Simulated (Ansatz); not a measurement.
# C: a trial structure relaxed, part 2 of 2

The task: take a trial cell of C to zero force and stress, then test the end with a random kick.

Ansatz 0.2.0; DFT PBE, scalar-relativistic, plane waves, PAW. The steps go on from the part before.

## Step 5: The same system, input altered

Contents of input.yaml:

```yaml
crystal:
  lattice:
    - [1.8859795301, -3.1304723809, 0.0]
    - [1.8859795301, 3.1304723809, 0.0]
    - [-0.9241957857, 0.0, 2.3001508922]
  atoms:
    - { symbol: C, position: [0.8138214191, 0.4353424215, 0.8057925413] }
    - { symbol: C, position: [0.0566764875, 0.9433235125, 0.0] }
    - { symbol: C, position: [0.5646575785, 0.1861785809, 0.1942074587] }
    - { symbol: C, position: [0.9139395949, 0.0860604051, 0.5] }
basis:
  ecutwfc: 420
kpoints:
  mp_grid: { grid: [12, 12, 16] }
hamiltonian:
  xc: pbe
scf:
  occupations: { method: gaussian, width: 0.02 }
  max_iter: 50
output:
  forces: true
  eigenvalues: true
  stress: true
relax:
  adjacent_minimum: "off"
  f_tol: 0.01
  max_steps: 80
  cell: { stress_tol: 0.05 }
total_charge: 0.5
```

On the command line:

```console
$ ansatz run input.yaml --threads 1 --pin off --max-ram 2560MiB --backend cpu --events-out ev --progress --plain --runs-dir out
```

What it wrote, shortened:

```text
Warning: RAYON_NUM_THREADS=1 ignored (pool sized by the plan → 1); use --threads N
[...]
Pseudopotentials: kind: paw
Pseudopotential: C, paw, valence charge 4, recommended cutoff 420 eV (normal), C.paw.azcp
Functional definition: PBE
[...]
Crystal: 4 atoms, lattice volume = 27.160 Å³
Basis set: ecut = 420 eV, 531 PW (Γ), exchange–correlation on 50×50×36 points (8 copies of the dense FFT grid, shifted against one another)
[...]
    - [1.9171365557231468, -3.1287754756053525, 0.021616249982859236]
    - [1.9171365557231468, 3.1287754756053525, 0.021616249982859208]
    - [-0.9131005195137742, -8.59103839556061e-18, 2.3388414895169722]
  atoms:
    - { symbol: C, position: [0.8010253020656232, 0.42971151734213375, 0.798070765222694] }
    - { symbol: C, position: [0.056963609550907644, 0.9430363904490923, 0.0] }
    - { symbol: C, position: [0.5702884826578661, 0.19897469793437678, 0.2019292347773059] }
    - { symbol: C, position: [0.920817685725603, 0.07918231427439718, 0.5000000000000001] }
```

It took 4.9 min on 1 thread of Arm Neoverse V1, shared host; peak memory 0.55 GiB.

## Step 6: A look at that input

The program finished normally. That alone doesn't make the input a sound one.

The suspect setting: total_charge is 0.5. The net charge is not the one intended, so the run treats another number of electrons.

The way back: delete total_charge (the default then holds).

```csv
run,ending,energy change,pressure (GPa),gap (eV),force (eV/Å),cycles,time
step 4,converged,-,0.0,0.59,0.00,-,1.7 min
altered,converged,not comparable,0.0,0.00,0.00,-,4.9 min
```

A change of charge puts the total energy on another scale; the Fermi level moves into a band, so no gap parts filled from empty levels (it was 0.59 eV) and the final volume goes from 27.16 to 28.18 Å³. A charged periodic cell is neutralised by a uniform background, so its energy and pressure also depend on the cell's size. Cost: 4.9 min against 1.7 min.

## Step 7: Reference for the kick test

Contents of input.yaml:

```yaml
crystal:
  lattice:
    - [0.9237574714, 0.0, -2.3006112325]
    - [1.8857352385, -3.1306104328, 0.0002612344]
    - [-4.733448244, -3.1306104328, -2.3013949356]
  atoms:
    - { symbol: C, position: [0.4119913574, 0.5961250331, 0.7823430798] }
    - { symbol: C, position: [0.9119913574, 0.0961250331, 0.2823430798] }
    - { symbol: C, position: [0.4716583898, 0.5850248307, 0.5283416102] }
    - { symbol: C, position: [0.9716583898, 0.0850248307, 0.0283416102] }
    - { symbol: C, position: [0.8987745861, 0.4715771363, 0.9068909767] }
    - { symbol: C, position: [0.3987745861, 0.9715771363, 0.4068909767] }
    - { symbol: C, position: [0.5430281267, 0.8709156199, 0.9569718733] }
    - { symbol: C, position: [0.0430281267, 0.3709156199, 0.4569718733] }
basis:
  ecutwfc: 420
kpoints:
  mp_grid: { grid: [6, 4, 2] }
hamiltonian:
  xc: pbe
scf:
  occupations: { method: gaussian, width: 0.1 }
  lower_state_search: "off"
output:
  forces: true
  stress: true
  eigenvalues: true
```

On the command line:

```console
$ ansatz run input.yaml --threads 1 --pin off --max-ram 2560MiB --backend cpu --events-out ev --progress --plain --runs-dir out
```

What it wrote, shortened:

```text
[...]
SCF converged after 6 iterations
Free energy (F): -2000.062466 eV
[...]
E sigma→0 (E₀):  -2000.062466 eV
Entropy (-TS):   -0.000000 eV (-0.000 meV/atom)
Fermi energy:    10.912424 eV
[...]
--- Forces (eV/Å), atoms counted from 1 ---
  atom   1  C      0.00176865    -0.00932439    -0.00772673
  atom   2  C      0.00176865    -0.00932439    -0.00772673
  atom   3  C      0.00255945    -0.00713897    -0.00499655
[...]
  atom   6  C      0.00395512    -0.01320095     0.01041459
  atom   7  C     -0.00828216     0.02964607     0.00230892
  atom   8  C     -0.00828216     0.02964607     0.00230892
[...]
--- Stress (GPa, compression-positive) ---
        0.022933       0.065255      -0.078427
        0.065255      -0.099949       0.066709
       -0.078425       0.066709       0.145641
  P = ⅓ Tr σ = 0.0229 GPa (0.229 kbar)
--- Band table (eV; the first three rows and the last of 28) ---
[... band rows left out ...]
[...]
```

Run time: 3.2 s. Hardware: 1 thread of Arm Neoverse V1, shared host; peak memory 0.3 GiB.

The cell holds 8 atoms, 2 times the relaxed one.

## Step 8: Random kick, then relaxation

Atoms are moved at random (σ = 0.1 Å a coordinate) and the cell is strained at random (σ = 1.5 % a component).

Contents of input.yaml:

```yaml
crystal:
  lattice:
    - [0.9556470734, -0.0213493742, -2.332512756]
    - [1.894322966, -3.1742930074, -0.0514774544]
    - [-4.6900000246, -3.1731698982, -2.2793013203]
  atoms:
    - { symbol: C, position: [0.4747745304, 0.6062677828, 0.7653098155] }
    - { symbol: C, position: [0.9182159127, 0.0630076104, 0.2647591807] }
    - { symbol: C, position: [0.4432165657, 0.602577594, 0.5448311087] }
    - { symbol: C, position: [0.9592879051, 0.0992063204, -0.0006278567] }
    - { symbol: C, position: [0.9142274289, 0.418109824, 0.9031322067] }
    - { symbol: C, position: [0.3225460157, 0.9516662647, 0.4538703395] }
    - { symbol: C, position: [0.5668387733, 0.896933641, 0.9605952523] }
    - { symbol: C, position: [0.0517977882, 0.4095162027, 0.4572250333] }
basis:
  ecutwfc: 420
kpoints:
  mp_grid: { grid: [6, 4, 2] }
hamiltonian:
  xc: pbe
scf:
  occupations: { method: gaussian, width: 0.1 }
  lower_state_search: "off"
output:
  forces: true
  stress: true
  eigenvalues: true
relax:
  adjacent_minimum: "off"
  f_tol: 0.025
  max_steps: 60
  cell: { stress_tol: 0.25 }
```

On the command line:

```console
$ ansatz run input.yaml --threads 1 --pin off --max-ram 2560MiB --backend cpu --events-out ev --progress --plain --runs-dir out
```

What it wrote:

```text
Warning: RAYON_NUM_THREADS=1 ignored (pool sized by the plan → 1); use --threads N
[... 8 set-up lines as earlier in the session ...]
Crystal: 8 atoms, lattice volume = 55.407 Å³
Basis set: ecut = 420 eV, 1085 PW (Γ), exchange–correlation on 36×50×90 points (8 copies of the dense FFT grid, shifted against one another)
Bands: 24, of which v1, the nominal top of the filled ones, is band 16 counted from 1 (15 counted from 0)
Symmetry: 1 space group operations
Space group: P1 (ITA 1), of the structure as read, at distance tolerance 3.8e-5 Å
k-points: 28 of 48 (time reversal used)
[... 6 set-up lines as earlier in the session ...]
SCF iter   1: F=—  HF=-1993.929663 eV  |F-HF|=—  |Δ(HF+E_count)|=         —  Δρ=1.75e-2  dr2=2.22e-1  ethr=1.77e-3  ⟨swp⟩=6.0  Hψ=3275  notcnv=0  defer=5
preconditioner: auto → none  [insulator: Δε(μ)=0.200 eV  Ē_g=14.063 eV  σ=0.100 eV  W_gap=0.63  n_scr=10 (ndim 8)  ℏωp=28.2 eV  f_vac=0.000  D(μ)=1.38/eV (n_scr^D=10)  ε∞_Penn≈5.0]
SCF iter   2: F=—  HF=-1993.883789 eV  |F-HF|=—  |Δ(HF+E_count)|=   4.59e-2  Δρ=6.98e-3  dr2=3.21e-2  ethr=6.92e-4  ⟨swp⟩=2.0  Hψ=1008  notcnv=0  defer=49
SCF iter   3: F=—  HF=-1993.879052 eV  |F-HF|=—  |Δ(HF+E_count)|=   4.74e-3  Δρ=1.41e-3  dr2=1.09e-3  ethr=1.00e-4  ⟨swp⟩=2.8  Hψ=997  notcnv=0  defer=49
SCF iter   4: F=—  HF=-1993.879015 eV  |F-HF|=—  |Δ(HF+E_count)|=   3.70e-5  Δρ=3.87e-4  dr2=7.65e-5  ethr=3.39e-6  ⟨swp⟩=2.6  Hψ=998  notcnv=0  defer=49
SCF iter   5: F=—  HF=-1993.878998 eV  |F-HF|=—  |Δ(HF+E_count)|=   1.63e-5  Δρ=1.29e-4  dr2=7.19e-6  ethr=2.39e-7  ⟨swp⟩=2.0  Hψ=940  notcnv=0  defer=54
SCF iter   6: F=—  HF=-1993.878999 eV  |F-HF|=—  |Δ(HF+E_count)|=   2.56e-7  Δρ=3.66e-5  dr2=2.62e-7  ethr=2.25e-8  ⟨swp⟩=2.4  Hψ=931  notcnv=0  defer=56
SCF iter   7: F=-1993.878999 eV  HF=-1993.878999 eV  |F-HF|=7.98e-9  |Δ(HF+E_count)|=   1.77e-7  Δρ=6.68e-6  dr2=9.41e-9  ethr=3.13e-10  ⟨swp⟩=9.6  Hψ=3086  notcnv=0
SCF 1 converged in 7 iterations: F = -1993.878999 eV  dr2 = 9.41e-9
relax step   1: F+E_penalty+E_count = -1993.87899888 eV  Δ(F+E_penalty+E_count) = +0.000e0 eV  max|allowed force component| = 1.139e1 eV/Å  Δτ_max = 0.0000 Å  P = +17.925 GPa  Ω = 55.407 Å³  (7 SCF iters, dr2 threshold 1.00e-7 eV, accepted)
Crystal: 8 atoms, lattice volume = 55.850 Å³
Basis set: ecut = 420 eV, 1097 PW (Γ), exchange–correlation on 36×50×90 points (8 copies of the dense FFT grid, shifted against one another)
[... 2 set-up lines as earlier in the session ...]
iter 1 solved again at ethr=2.63e-3 eV; its pass at ethr=3.10e-3 eV (dr2=8.42e-1 eV) is discarded
SCF iter   1: F=—  HF=-1998.402029 eV  |F-HF|=—  |Δ(HF+E_count)|=         —  Δρ=4.09e-2  dr2=8.46e-1  ethr=2.63e-3  ⟨swp⟩=1.2  Hψ=4811  notcnv=0
preconditioner: auto → none  [insulator: Δε(μ)=0.597 eV  Ē_g=14.596 eV  σ=0.100 eV  W_gap=1.00  n_scr=10 (ndim 8)  ℏωp=28.1 eV  f_vac=0.001  D(μ)=0.00/eV (n_scr^D=0)  ε∞_Penn≈4.7]
SCF iter   2: F=—  HF=-1998.181621 eV  |F-HF|=—  |Δ(HF+E_count)|=   2.20e-1  Δρ=1.41e-2  dr2=6.06e-2  ethr=2.63e-3  ⟨swp⟩=2.3  Hψ=1198  notcnv=0
SCF iter   3: F=—  HF=-1998.174914 eV  |F-HF|=—  |Δ(HF+E_count)|=   6.71e-3  Δρ=3.93e-3  dr2=4.79e-3  ethr=1.89e-4  ⟨swp⟩=2.3  Hψ=1274  notcnv=0  defer=6
SCF iter   4: F=—  HF=-1998.175195 eV  |F-HF|=—  |Δ(HF+E_count)|=   2.81e-4  Δρ=1.06e-3  dr2=4.10e-4  ethr=1.50e-5  ⟨swp⟩=2.2  Hψ=963  notcnv=0  defer=6
SCF iter   5: F=—  HF=-1998.175262 eV  |F-HF|=—  |Δ(HF+E_count)|=   6.71e-5  Δρ=2.77e-4  dr2=1.85e-5  ethr=1.28e-6  ⟨swp⟩=2.1  Hψ=951  notcnv=0  defer=6
SCF iter   6: F=-1998.175272 eV  HF=-1998.175271 eV  |F-HF|=2.33e-7  |Δ(HF+E_count)|=   9.26e-6  Δρ=4.56e-5  dr2=4.51e-7  ethr=2.50e-9  ⟨swp⟩=7.2  Hψ=3959  notcnv=0
SCF 2 converged in 6 iterations: F = -1998.175272 eV  dr2 = 4.51e-7
relax step   2: F+E_penalty+E_count = -1998.17527168 eV  Δ(F+E_penalty+E_count) = -4.296e0 eV  max|allowed force component| = 6.205e0 eV/Å  Δτ_max = 0.1679 Å  P = -2.907 GPa  Ω = 55.850 Å³  energy of the carried Pulay correction = -2.089e-3 eV  (6 SCF iters, dr2 threshold 8.00e-7 eV, accepted)
Crystal: 8 atoms, lattice volume = 54.941 Å³
Basis set: ecut = 420 eV, 1073 PW (Γ), exchange–correlation on 36×50×90 points (8 copies of the dense FFT grid, shifted against one another)
iter 1 solved again at ethr=1.96e-3 eV; its pass at ethr=3.10e-3 eV (dr2=6.28e-1 eV) is discarded
SCF iter   1: F=—  HF=-2000.045943 eV  |F-HF|=—  |Δ(HF+E_count)|=         —  Δρ=4.15e-2  dr2=6.34e-1  ethr=1.96e-3  ⟨swp⟩=1.6  Hψ=4899  notcnv=0
preconditioner: auto → none  [insulator: Δε(μ)=0.462 eV  Ē_g=15.293 eV  σ=0.100 eV  W_gap=1.00  n_scr=10 (ndim 8)  ℏωp=28.3 eV  f_vac=0.002  D(μ)=0.00/eV (n_scr^D=0)  ε∞_Penn≈4.4]
SCF iter   2: F=—  HF=-1999.882717 eV  |F-HF|=—  |Δ(HF+E_count)|=   1.63e-1  Δρ=1.56e-2  dr2=5.46e-2  ethr=1.96e-3  ⟨swp⟩=2.6  Hψ=1203  notcnv=0
SCF iter   3: F=—  HF=-1999.879921 eV  |F-HF|=—  |Δ(HF+E_count)|=   2.80e-3  Δρ=3.97e-3  dr2=4.48e-3  ethr=1.71e-4  ⟨swp⟩=2.5  Hψ=1179  notcnv=0
SCF iter   4: F=—  HF=-1999.880168 eV  |F-HF|=—  |Δ(HF+E_count)|=   2.48e-4  Δρ=1.15e-3  dr2=4.66e-4  ethr=1.40e-5  ⟨swp⟩=2.3  Hψ=975  notcnv=0  defer=1
SCF iter   5: F=—  HF=-1999.880179 eV  |F-HF|=—  |Δ(HF+E_count)|=   1.04e-5  Δρ=2.38e-4  dr2=1.09e-5  ethr=1.46e-6  ⟨swp⟩=2.3  Hψ=953  notcnv=0  defer=1
SCF iter   6: F=-1999.880185 eV  HF=-1999.880185 eV  |F-HF|=1.23e-7  |Δ(HF+E_count)|=   6.20e-6  Δρ=3.63e-5  dr2=2.64e-7  ethr=2.50e-9  ⟨swp⟩=9.0  Hψ=3724  notcnv=0
SCF 3 converged in 6 iterations: F = -1999.880185 eV  dr2 = 2.64e-7
relax step   3: F+E_penalty+E_count = -1999.88018494 eV  Δ(F+E_penalty+E_count) = -1.705e0 eV  max|allowed force component| = 8.428e-1 eV/Å  Δτ_max = 0.2000 Å  P = -4.936 GPa  Ω = 54.941 Å³  energy of the carried Pulay correction = +2.214e-3 eV  (6 SCF iters, dr2 threshold 8.00e-7 eV, accepted)
[... 12 lines left out ...]
relax step   4: F+E_penalty+E_count = -1999.98779625 eV  Δ(F+E_penalty+E_count) = -1.076e-1 eV  max|allowed force component| = 6.726e-1 eV/Å  Δτ_max = 0.0236 Å  P = -4.424 GPa  Ω = 55.236 Å³  energy of the carried Pulay correction = +8.104e-4 eV  (6 SCF iters, dr2 threshold 8.00e-7 eV, accepted)
[... 11 lines left out ...]
relax step   5: F+E_penalty+E_count = -1999.99826355 eV  Δ(F+E_penalty+E_count) = -1.047e-2 eV  max|allowed force component| = 9.377e-1 eV/Å  Δτ_max = 0.0964 Å  P = +1.689 GPa  Ω = 54.066 Å³  energy of the carried Pulay correction = +6.420e-3 eV  (6 SCF iters, dr2 threshold 8.00e-7 eV, accepted)
[... 11 lines left out ...]
relax step   6: F+E_penalty+E_count = -2000.06654275 eV  Δ(F+E_penalty+E_count) = -6.828e-2 eV  max|allowed force component| = 5.981e-2 eV/Å  Δτ_max = 0.0616 Å  P = +0.163 GPa  Ω = 54.320 Å³  energy of the carried Pulay correction = +5.193e-3 eV  (6 SCF iters, dr2 threshold 8.00e-7 eV, accepted)
[... 12 lines left out ...]
relax step   7: F+E_penalty+E_count = -2000.06669108 eV  Δ(F+E_penalty+E_count) = -1.483e-4 eV  max|allowed force component| = 1.703e-2 eV/Å  Δτ_max = 0.0038 Å  P = -0.165 GPa  Ω = 54.371 Å³  energy of the carried Pulay correction = +4.945e-3 eV  (6 SCF iters, dr2 threshold 4.56e-7 eV, accepted)
[... 13 lines left out ...]
relax step   8: F+E_penalty+E_count = -2000.06688792 eV  Δ(F+E_penalty+E_count) = -1.968e-4 eV  max|allowed force component| = 4.883e-3 eV/Å  Δτ_max = 0.0010 Å  P = +0.034 GPa  Ω = 54.338 Å³  energy of the carried Pulay correction = +5.103e-3 eV  (6 SCF iters, dr2 threshold 1.79e-7 eV, accepted)
Initial wavefunctions: pseudopotential atomic-orbital guess (no wavefunctions were taken with the density)
iter 1 solved again at ethr=7.66e-8 eV; its pass at ethr=3.10e-3 eV (dr2=2.45e-5 eV) is discarded
SCF iter   1: F=—  HF=-2000.062516 eV  |F-HF|=—  |Δ(HF+E_count)|=         —  Δρ=1.98e-4  dr2=2.59e-6  ethr=7.66e-8  ⟨swp⟩=3.2  Hψ=5127  notcnv=0
SCF iter   2: F=—  HF=-2000.062525 eV  |F-HF|=—  |Δ(HF+E_count)|=   9.02e-6  Δρ=9.99e-5  dr2=6.20e-7  ethr=8.08e-9  ⟨swp⟩=2.0  Hψ=1118  notcnv=0
iter 3 did not close the SCF: its close was put off for the readings that it lacked (scf_convergence_deferred on its scf_iter line)
SCF iter   3: F=-2000.062528 eV  HF=-2000.062528 eV  |F-HF|=3.07e-9  |Δ(HF+E_count)|=   2.27e-6  Δρ=3.55e-6  dr2=1.23e-9  ethr=1.94e-9  ⟨swp⟩=2.0  Hψ=1115  notcnv=0
iter 4 did not close the SCF: its close was put off for the readings that it lacked (scf_convergence_deferred on its scf_iter line)
SCF iter   4: F=-2000.062528 eV  HF=-2000.062528 eV  |F-HF|=1.07e-11  |Δ(HF+E_count)|=   2.95e-9  Δρ=4.69e-7  dr2=7.04e-11  ethr=3.86e-12  ⟨swp⟩=2.0  Hψ=1120  notcnv=0
iter 5 did not close the SCF: its close was put off for the readings that it lacked (scf_convergence_deferred on its scf_iter line)
SCF iter   5: F=-2000.062528 eV  HF=-2000.062528 eV  |F-HF|=9.09e-13  |Δ(HF+E_count)|=  1.41e-11  Δρ=1.12e-7  dr2=2.97e-12  ethr=1.00e-12  ⟨swp⟩=1.8  Hψ=903  notcnv=0
SCF iter   6: F=-2000.062528 eV  HF=-2000.062528 eV  |F-HF|=0.00e0  |Δ(HF+E_count)|=  1.82e-12  Δρ=2.13e-8  dr2=1.40e-13  ethr=1.00e-12  ⟨swp⟩=2.3  Hψ=1723  notcnv=0
SCF 9 converged in 6 iterations: F = -2000.062528 eV  dr2 = 1.40e-13
relax step   9: F+E_penalty+E_count = -2000.06252753 eV  Δ(F+E_penalty+E_count) = +4.360e-3 eV  max|allowed force component| = 4.304e-3 eV/Å  Δτ_max = 0.0000 Å  P = -0.044 GPa  Ω = 54.338 Å³  stress off target by 1.83e-1 GPa  SCF on the basis re-selected at this cell (its energy is not comparable with the rows above)  (6 SCF iters)
basis re-selected at this cell: Δ(F+E_penalty+E_count) = +4.360e-3 eV, ΔP = -0.078 GPa vs the last step (what re-selecting the basis moved, of the pressure what is left beyond the Pulay correction that the steps carried, after the strain that the cell walked since its last selection, with what the two solves' SCF thresholds leave and, on support functions, any second-order correction that the steps lacked; it is no measure of the basis error at this ecutwfc). This SCF's stress stands 1.83e-1 GPa from its target on what of the cell is left free (relax.cell.stress_tol is 2.50e-1 GPa) and its largest allowed force component is 4.30e-3 eV/Å (relax.f_tol is 2.50e-2 eV/Å): within both
SCF converged after 6 iterations
Free energy (F): -2000.062528 eV
Harris-Foulkes:  -2000.062528 eV  (|F-HF|=0.00e0)
Internal energy: -2000.062527 eV  (E = F + TS)
E sigma→0 (E₀):  -2000.062527 eV
Entropy (-TS):   -0.000000 eV (-0.000 meV/atom)
Fermi energy:    10.908387 eV
--- Per-component energies (eV) ---
  E_band       = 51.315727
  E_kinetic    = 728.147319
  E_local      = -788.882845  (includes V_loc(G=0)·N_el)
  E_nonlocal   = 213.724245
  E_hartree    = 214.274797
  E_xc         = -385.518623
  E_vxc        = -478.088995  (∫ρ·V_xc dr)
  E_paw        = -792.859389  (= ΣΔE_a)
  E_vpaw       = -52.133656  (= ΣTr[D̂ρ^β])
  E_aug_tail   = 0.000064  (compensation charges beyond the density's cutoff)
  E_ewald      = -1188.948095
  E_smearing   = -0.000000  (= −TS)
  E_closure    = -0.000000  (closes the sum)
  Σ components = -2000.062528   (vs F -2000.062528, Δ=0.00e0)
--- Forces (eV/Å), atoms counted from 1 ---
  atom   1  C      0.00126323    -0.00430424    -0.00278690
  atom   2  C     -0.00274472    -0.00037201     0.00071538
  atom   3  C      0.00056077     0.00296920     0.00021878
  atom   4  C      0.00128795     0.00067858     0.00346243
  atom   5  C      0.00032760     0.00406163     0.00025622
  atom   6  C     -0.00036376    -0.00373848    -0.00418081
  atom   7  C      0.00025480     0.00078276     0.00099082
  atom   8  C     -0.00058616    -0.00007633     0.00132391
  max |Σ_I F_I| component: 1.12e-6 eV/Å
--- Stress (GPa, compression-positive) ---
        0.039311       0.018534       0.090805
        0.018534      -0.110664      -0.070244
        0.090806      -0.070244      -0.060143
  P = ⅓ Tr σ = -0.0438 GPa (-0.438 kbar)
--- Band table (eV; the first three rows and the last of 28) ---
  k-point 0: bands = ["-10.5279", "-9.0671", "-6.0623", "-2.4780", "-0.6158", "0.3842", "1.5328", "1.5909", "5.4600", "5.4815", "5.5930", "6.8458", "7.2143", "7.5484", "8.7087", "9.5138", "14.9360", "15.2885", "15.4637", "16.4079", "17.2268", "17.7760", "18.3710", "20.0044"]
  k-point 1: bands = ["-9.9669", "-9.9664", "-4.3243", "-4.3238", "-0.1222", "-0.1219", "1.7580", "1.7582", "5.9054", "5.9062", "6.2176", "6.2188", "7.4271", "7.4282", "8.2559", "8.2570", "15.4396", "15.4416", "16.6692", "16.6714", "17.5847", "17.5869", "18.7814", "18.7823"]
  k-point 2: bands = ["-10.0738", "-8.7152", "-6.5463", "-4.3021", "-1.5945", "0.4452", "2.0680", "3.5952", "5.5948", "5.6912", "6.3669", "6.7753", "6.8119", "7.9816", "8.1917", "9.7037", "15.2681", "15.3421", "16.3984", "16.7215", "17.2375", "18.0154", "18.4038", "19.0062"]
  k-point 27: bands = ["-5.7689", "-5.7677", "-3.7091", "-3.7085", "-1.8707", "-1.8701", "-0.8482", "-0.8477", "2.7192", "2.7197", "3.9042", "3.9050", "6.6922", "6.6937", "9.0179", "9.0192", "13.7024", "13.7032", "15.5413", "15.5438", "19.1415", "19.1424", "20.1512", "20.1523"]
--- Relaxed structure (8 steps of the walk, 8 accepted, 1 SCFs on fresh bases) ---
  F+E_penalty+E_count = -2000.06252753 eV   max|allowed force component| = 4.304e-3 eV/Å   (the final SCF, on the basis selected at the relaxed cell)
  cell:  # Å, volume = 54.3383 Å³
    - [0.9241384756646521, -0.0007065444814835543, -2.3012128766121305]
    - [1.884529544876714, -3.130251709178913, -0.0015202656265990086]
    - [-4.733551224470903, -3.133360929295972, -2.3021949722208306]
  atoms:
    - { symbol: C, position: [0.41188544179306996, 0.5962303997233527, 0.7822798345386754] }
    - { symbol: C, position: [0.9119326452560536, 0.09624898351633585, 0.2822705769826252] }
    - { symbol: C, position: [0.4717092838651952, 0.5849676458310995, 0.5283813238462172] }
    - { symbol: C, position: [0.9717733786620674, 0.08501731891569204, 0.028387016648953822] }
    - { symbol: C, position: [0.8985689693736792, 0.4717842863350805, 0.9068808161091411] }
    - { symbol: C, position: [0.3985850206829508, 0.9716755317402735, 0.40683466691543996] }
    - { symbol: C, position: [0.5432428857024791, 0.8707149259076283, 0.9570319170255145] }
    - { symbol: C, position: [0.0432072946645059, 0.3706461480305385, 0.4570289279334327] }
```

It took 40 s on 1 thread of Arm Neoverse V1, shared host; peak memory 0.32 GiB.

Relaxation path:

| step | energy from step 1 (eV/cell) | largest force component (eV/Å) | pressure (GPa) | volume (Å³) |
| --- | --- | --- | --- | --- |
| 1 | 0.0000 | 11.3922 | 17.93 | 55.41 |
| 2 | -4.2963 | 6.2047 | -2.91 | 55.85 |
| 3 | -6.0012 | 0.8428 | -4.94 | 54.94 |
| 4 | -6.1088 | 0.6726 | -4.42 | 55.24 |
| 5 | -6.1193 | 0.9377 | 1.69 | 54.07 |
| 6 | -6.1875 | 0.0598 | 0.16 | 54.32 |
| 7 | -6.1877 | 0.0170 | -0.17 | 54.37 |
| 8 | -6.1879 | 0.0049 | 0.03 | 54.34 |
| 9 | -6.1835 | 0.0043 | -0.04 | 54.34 |

Step 1 is the start. Step 9 repeats the geometry before it on a plane-wave basis chosen anew for that cell, so its energy need not be comparable with the rows above.

|  | before | after | change |
| --- | --- | --- | --- |
| a (Å) | 2.521 | 2.480 | -1.6 % |
| b (Å) | 3.697 | 3.654 | -1.2 % |
| c (Å) | 6.104 | 6.126 | +0.4 % |
| α (°) | 86.68 | 87.72 | +1.2 % |
| β (°) | 86.64 | 86.51 | -0.2 % |
| γ (°) | 77.62 | 78.88 | +1.6 % |
| volume (Å³/atom) | 6.93 | 6.79 | -1.9 % |
| shortest distance (Å) | 1.272 | 1.456 | +14.4 % |
| space group (0.01 Å) | P1 | C2 | changed |

Change from the reference: 0.0 meV/atom, +0.0 % in volume. At a tolerance of 0.1 Å, which suits this loose relaxation, its space group is C2.

## Step 9: Results

This closing draws on all 2 parts. Changes of volume or cell count from the first structure of part 1.

```
                              quantity                                                                       value
symmetry at the end (tolerance 0.02 Å)                                                      space group C2 (No. 5)
                     conventional cell  a = 3.771 Å, b = 6.261 Å, c = 2.479 Å, α = 90.00°, β = 111.87°, γ = 90.00°
                                volume                                                                6.79 Å³/atom
        energy over the standard state                                                               +0.94 eV/atom
                       gap on the mesh                                                                     0.59 eV
```

The space group C2 (No. 5) is kept, and the volume per atom grows by 3.5 % from the first guess. It lies above the element's standard state, so it is metastable at best. It survived the kick, though modes of other wave vectors, which need another repeat, weren't probed.
